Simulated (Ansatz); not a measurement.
**SiC: stress in a strained cell**

SiC is deformed so: zz strain of +1 %. What stress and forces result, by LAPW, PAW and all-electron datasets made for the crystal?

Computed with Ansatz 0.2.0 (DFT PBEsol, scalar-relativistic, unless a step's input says otherwise).

## (1) Starting point

The structure is hexagonal, space group P6_3mc (No. 186). Conventional cell: a = 3.076 Å, b = 3.076 Å, c = 5.048 Å, α = 90.00°, β = 90.00°, γ = 120.00°. Around Si (site symmetry 3m) lie 4 C at 1.87 to 1.94 Å. Around C (site symmetry 3m) lie 4 Si at 1.87 to 1.94 Å.

As a file:

```xyz
4
Lattice="3.0760 0.0000 0.0000 -1.5380 2.6639 0.0000 0.0000 0.0000 5.0480" Properties=species:S:1:pos:R:3 pbc="T T T"
Si    0.0000    1.7759    0.0000
Si    1.5380    0.8880    2.5240
C     0.0000    1.7759    1.9435
C     1.5380    0.8880    4.4675
```

Atoms are numbered in the order of the input: Si1, Si2, C3, C4.

## (2) After the deformation

Space group P6_3mc before, P6_3mc after.

## (3) Full-potential LAPW

File input.yaml:

```yaml
crystal:
  lattice:
    - [3.0759982064, 0.0, 0.0]
    - [-1.5379991032, 2.6638925888, 0.0]
    - [0.0, 0.0, 5.09848]
  atoms:
    - { symbol: Si, position: [0.3333333333, 0.6666666667, 0.0] }
    - { symbol: Si, position: [0.6666666667, 0.3333333333, 0.5] }
    - { symbol: C, position: [0.3333333333, 0.6666666667, 0.385] }
    - { symbol: C, position: [0.6666666667, 0.3333333333, 0.885] }
kpoints:
  mp_grid: { grid: [15, 15, 8] }
  band_path:
    path:
      - [0.0, 0.0, 0.0]
      - [0.5, 0.0, 0.0]
      - [0.3333333333, 0.3333333333, 0.0]
      - [0.0, 0.0, 0.0]
      - [0.0, 0.0, 0.5]
      - [0.5, 0.0, 0.5]
      - [0.3333333333, 0.3333333333, 0.5]
      - [0.0, 0.0, 0.5]
      - [0.5, 0.0, 0.5]
    npoints: 5
scf:
  occupations: { method: fermi_dirac, width: 0.08 }
hamiltonian:
  xc: pbesol
  pseudopotentials: { kind: all_electron, lapw: { basis_error: 0.001 } }
output:
  forces: true
  stress: true
  eigenvalues: true
```

The run is started by

```sh
> ansatz run input.yaml --threads 1 --pin off --max-ram 6144MiB --backend cpu --events-out ev --progress --plain --runs-dir out
```

## (4) PAW with frozen cores

File input.yaml:

```yaml
crystal:
  lattice:
    - [3.0759982064, 0.0, 0.0]
    - [-1.5379991032, 2.6638925888, 0.0]
    - [0.0, 0.0, 5.09848]
  atoms:
    - { symbol: Si, position: [0.3333333333, 0.6666666667, 0.0] }
    - { symbol: Si, position: [0.6666666667, 0.3333333333, 0.5] }
    - { symbol: C, position: [0.3333333333, 0.6666666667, 0.385] }
    - { symbol: C, position: [0.6666666667, 0.3333333333, 0.885] }
kpoints:
  mp_grid: { grid: [15, 15, 8] }
scf:
  occupations: { method: fermi_dirac, width: 0.08 }
hamiltonian:
  xc: pbesol
  pseudopotentials: { kind: paw }
output:
  forces: true
  stress: true
  eigenvalues: true
  efg: { contact_densities: true }
```

## (5) All-electron PAW on datasets made for the crystal

input.yaml: that of step 4 with these lines changed.

```diff
@@ -16,3 +16,3 @@
   xc: pbesol
-  pseudopotentials: { kind: paw }
+  pseudopotentials: { kind: all_electron, datasets: crystal }
 output:
```

(Steps that only read results are left out.)

Before running it: what results should come out? Wanted: pressure; largest shear or deviatoric stress.

As calculated:

| quantity | value |
| --- | --- |
| pressure | LAPW -1.70, PAW -1.65, crystal datasets -1.70 GPa |
| largest shear or deviatoric stress (LAPW) | 6.22 GPa |

**Reading.** The largest part of the stress beyond the pressure is 6.22 GPa in size, in the zz component; the atoms are carried along and not relaxed. No run of the undeformed cell stands beside it, so the pressure holds what the given cell had before the change. PAW: stress within 0.07 GPa of LAPW, forces within 2 meV/Å. Crystal datasets: stress within 0.01 GPa of LAPW, forces within 1 meV/Å.
